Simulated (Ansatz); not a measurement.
BaS (rocksalt structure)

The computed numbers are results of PBE with spin–orbit coupling (two-component spinors) in the plane-wave PAW code Ansatz at 420 eV, 6×6×6 k-mesh, Gaussian smearing of 0.05 eV. The datasets are Ansatz's generated set soft_2.

```
CELL_PARAMETERS angstrom
0.00000 3.21290 3.21290
3.21290 0.00000 3.21290
3.21290 3.21290 0.00000
ATOMIC_POSITIONS crystal
Ba 0.50000 0.50000 0.50000
S 0.00000 0.00000 0.00000
```

The start was a prototype's sites filled with these elements; the Crystallography Open Database holds the compound in this structure.

The run above is the reference. The same cell was run again with other input settings; several of them aren't fit for production, so the rows show the settings' effect and aren't properties of the material.

| keys changed | outcome | ΔE (meV/atom) | P (GPa) | gap on the mesh (eV) | cell moment (μB) | largest force component (eV/Å) | SCF iterations | rough core-seconds | new warnings |
| --- | --- | --- | --- | --- | --- | --- | --- | --- | --- |
| none (reference) | converged | 0.0 | 0.0 | 2.19 | 0.00 (no moment typed) | 0.000 | – | – | – |
| scf.lower_state_search: "off"; kpoints.mp_grid.grid: [6, 6, 6] → [4, 4, 4] | converged | 1.9 | 0.1 | 2.18 | 0.00 (no moment typed) | 0.000 | 7 | 2.8 | – |
| hamiltonian.xc: "pbe" → "revpbe"; scf.mixing.algorithm: "msr1"; scf.mixing.beta: 0.1; scf.mixing.ndim: 16; scf.eigensolver.kind: "davidson"; basis.precision: "f64" | converged | – | 1.2 | 2.30 | 0.00 (no moment typed) | 0.000 | 10 | 10 | – |
| hamiltonian.xc: "pbe" → "pbesol"; scf.n_extra_bands: 2; scf.mixing.algorithm: "anderson"; scf.mixing.beta: 0.7; scf.mixing.ndim: 16 | converged | – | -1.9 | 2.06 | 0.00 (no moment typed) | 0.000 | 7 | 4 | – |
| hamiltonian.dispersion: "d3bjatm"; scf.occupations.method: "gaussian" → "cold"; scf.occupations.width: 0.05 → 0.025; scf.algorithm: "density_mixing" | converged | – | -1.2 | 2.19 | 0.00 (no moment typed) | 0.000 | 7 | 4 | – |
| hamiltonian.xc: "pbe" → "revpbe" | converged | – | 1.2 | 2.30 | 0.00 (no moment typed) | 0.000 | 7 | 5 | – |
| scf.occupations.method: "gaussian" → "fermi_dirac"; scf.occupations.width: 0.05 → 0.001; scf.lower_state_search: "light" | converged | 0.0 | 0.0 | 2.19 | 0.00 (no moment typed) | 0.000 | 7 | 8 | – |
| scf.mixing.algorithm: "anderson"; scf.mixing.beta: 0.2 | converged | 0.0 | 0.0 | 2.19 | 0.00 (no moment typed) | 0.000 | 9 | 5 | – |

ΔE is the energy with the smearing extrapolated to zero. It is left out where the change alters the Hamiltonian or the spin treatment. The varied runs start from atomic densities (corrected by the program's trained start where that serves), with the default search for lower states unless a row changes it.

(1) What happens with these changes: scf.eigensolver.kind: "davidson"; basis.precision: "f64"; hamiltonian.xc: "pbe" → "pbesol"?

(2) What happens with these changes: scf.n_extra_bands: 8; basis.ecutwfc: 420 → "600 eV"?

Answers:

(1) outcome converged, P (GPa) -1.9, gap on the mesh (eV) 2.06, cell moment (μB) 0.00 (no moment typed), largest force component (eV/Å) 0.000, SCF iterations 7, rough core-seconds 13.

(2) outcome converged, ΔE (meV/atom) -0.2, P (GPa) 0.0, gap on the mesh (eV) 2.19, cell moment (μB) 0.00 (no moment typed), largest force component (eV/Å) 0.000, SCF iterations 7, rough core-seconds 12.

The pair part of a dispersion correction pulls inward (a three-body part mostly pushes out), and in metals and ionic crystals with large ions it often overbinds.

Of the reference: Kohn–Sham gaps of semilocal functionals lie under measured ones, often by a third or more.
